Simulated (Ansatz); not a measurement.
**Stability checks on a candidate for HfSi3O8**

It was reached by relaxing an invented guess, and it needn't be the stable form of this composition.

Theory: DFT PBE, scalar-relativistic, plane waves, PAW in Ansatz 0.2.0. Plane waves to 420 eV, a 4×4×4 mesh through Γ for the 12-atom cell and 0.02 eV Gaussian smearing; no spin polarisation.

Space group C2 (No. 5). a = 7.531 Å, b = 7.669 Å, c = 7.592 Å, α = 90.00°, β = 90.05°, γ = 90.00°
| atom | site | symmetry | x | y | z |
| --- | --- | --- | --- | --- | --- |
| Hf | 2a | 2 | 0.5000 | 0.5199 | 0.0000 |
| Si | 4c | 1 | 0.2738 | 0.2503 | 0.2687 |
| Si | 2b | 2 | 0.5000 | 0.9774 | 0.5000 |
| O | 4c | 1 | 0.4253 | 0.3877 | 0.2063 |
| O | 4c | 1 | 0.3881 | 0.8513 | 0.6316 |
| O | 4c | 1 | 0.1931 | 0.1622 | 0.0898 |
| O | 4c | 1 | 0.6406 | 0.0994 | 0.6063 |

Energies over the elements count from the elements' standard structures at the same level (O₂ as a molecule), with no fitted energy shifts.

Question: These tests were run: energy against the elements; phonons at Γ; elastic tensor. What do they show?

Answer:

| test | result |
| --- | --- |
| energy against the elements | −2.880 eV/atom |
| phonons at Γ | lowest optical mode 36 cm⁻¹ |
| elastic tensor | least eigenvalue 12 GPa |

It fails none of these tests. Whether a mixture of other phases lies lower isn't tested here. Phonons away from Γ weren't computed.

These runs have no spin–orbit coupling, which can matter for Hf. The run for the phonons used a 4×4×4 k mesh. The run for the elastic tensor used a 4×4×4 k mesh.
